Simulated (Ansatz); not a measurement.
Method: Ansatz 0.2.0, DFT PBE, scalar-relativistic, plane waves, PAW. Settings: cutoff 420 eV, Γ-centred meshes spaced at most about 0.3 Å⁻¹ (2π included), Gaussian smearing. No spin polarisation.

Temperature and zero-point effects are left out.

Two relaxed structures of Ga4As3P:

A.

```yaml
crystal:
  lattice:
    - [8.01272, 0.00000, 0.00000]
    - [0.00000, 6.93801, 0.00000]
    - [0.00000, 0.00000, 6.60247]
  atoms:
    - { symbol: Ga, position: [0.00000, 0.83114, 0.36434] }
    - { symbol: Ga, position: [0.50000, 0.84372, 0.37813] }
    - { symbol: Ga, position: [0.74387, 0.33005, 0.37789] }
    - { symbol: Ga, position: [0.25613, 0.33005, 0.37789] }
    - { symbol: Ga, position: [0.24387, 0.66995, 0.87789] }
    - { symbol: Ga, position: [0.75613, 0.66995, 0.87789] }
    - { symbol: Ga, position: [0.50000, 0.16886, 0.86434] }
    - { symbol: Ga, position: [0.00000, 0.15628, 0.87813] }
    - { symbol: P, position: [0.50000, 0.16808, 0.50029] }
    - { symbol: P, position: [0.00000, 0.83192, 0.00029] }
    - { symbol: As, position: [0.25055, 0.66809, 0.50049] }
    - { symbol: As, position: [0.74945, 0.66809, 0.50049] }
    - { symbol: As, position: [0.00000, 0.16407, 0.50050] }
    - { symbol: As, position: [0.50000, 0.83593, 0.00049] }
    - { symbol: As, position: [0.24945, 0.33191, 0.00049] }
    - { symbol: As, position: [0.75055, 0.33191, 0.00049] }
```

B.

```yaml
crystal:
  lattice:
    - [4.01910, 0.00000, 0.00000]
    - [0.00000, 4.01910, 0.00000]
    - [0.00000, 0.00000, 11.37171]
  atoms:
    - { symbol: Ga, position: [0.50000, 0.00000, 0.61815] }
    - { symbol: Ga, position: [0.00000, 0.50000, 0.38185] }
    - { symbol: Ga, position: [0.50000, 0.00000, 0.12741] }
    - { symbol: Ga, position: [0.00000, 0.50000, 0.87259] }
    - { symbol: P, position: [0.00000, 0.00000, 0.50000] }
    - { symbol: As, position: [0.50000, 0.50000, 0.25457] }
    - { symbol: As, position: [0.00000, 0.00000, 0.00000] }
    - { symbol: As, position: [0.50000, 0.50000, 0.74543] }
```

**Question.** Which would you expect to be lower, and how large is the difference?

**Answer.** B is lower, by 8 meV/atom. A has P and As ordered on wurtzite sites, space group Pmn2_1 (No. 31), 22.9 Å³/atom and a gap of 0.51 eV on its mesh; B has P and As ordered on zinc blende sites, space group P-4m2 (No. 115), 23.0 Å³/atom and a gap of 0.47 eV. In A, Ga on a site of symmetry m has 1 P at 2.40 Å and 3 As at 2.47–2.48 Å; P is surrounded by 4 Ga at 2.39–2.40 Å; As on a site of symmetry 1 has 4 Ga at 2.47–2.49 Å; 3 more sites not described. In B, around Ga on its first site lie 2 P at 2.42 Å and 2 As at 2.48 Å; P has 4 Ga at 2.42 Å; As on a site of symmetry 2mm is surrounded by 4 Ga at 2.48 Å; 2 more sites not described. Both come from invented guesses.

Kohn–Sham gaps at this level usually fall short of measured ones. Cells relaxed within their symmetry can be saddle points.
